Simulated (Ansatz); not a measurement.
A (101) slab of Al₂Ru (I4/mmm (No. 139)), 12 planes, outer planes Ru (top) and Al (bottom), with 12 atoms (Al8Ru4) in a surface cell of A = 14.019 Å², as cut from the bulk:

```
CELL_PARAMETERS angstrom
3.12136 0.00000 0.00000
-1.56068 4.49142 0.00000
0.00000 0.00000 25.70960
ATOMIC_POSITIONS crystal
Al 0.70024 0.40048 0.29172
Al 0.42050 0.84100 0.32794
Ru 0.12074 0.24148 0.36675
Al 0.82098 0.64196 0.40556
Al 0.54124 0.08249 0.44178
Ru 0.24148 0.48297 0.48059
Al 0.94172 0.88345 0.51941
Al 0.66199 0.32397 0.55563
Ru 0.36223 0.72445 0.59444
Al 0.06247 0.12493 0.63325
Al 0.78273 0.56546 0.66947
Ru 0.48297 0.96594 0.70828
```

The calculation used Ansatz, DFT PBEsol, scalar-relativistic, plane waves, PAW. Plane waves to 420 eV, a k mesh through Γ of 12×8×1 on the computed 12-atom cell and Gaussian smearing (0.10 eV); no spin polarisation. The cell repeats along c with a dipole correction in the vacuum.

Against the same 12 atoms in the bulk, the slab as cut lies 5.634 eV higher and the relaxed slab 5.266 eV higher.

Task: Work out the surface energy before and after relaxation.

Result: The slab has two faces, so γ = (E_slab − N·E_bulk)/(2A), the mean of both. As cut: 5.634/(2 × 14.019) = 0.2009 eV/Å², and 1 eV/Å² = 16.02 J/m², so γ = 3.22 J/m². Relaxed: 5.266/(2 × 14.019) = 0.1878 eV/Å² = 3.01 J/m². Relaxation recovers 7 % of the cost of cutting.

Task: What is the ideal work of this cut, per area?

Result: Griffith's ideal work is 2γ: 6.44 J/m² if the new faces stay rigid, 6.02 J/m² if they relax. Other cuts parallel to this plane can cost less. One thickness was run, 12 planes, so γ can still shift with it.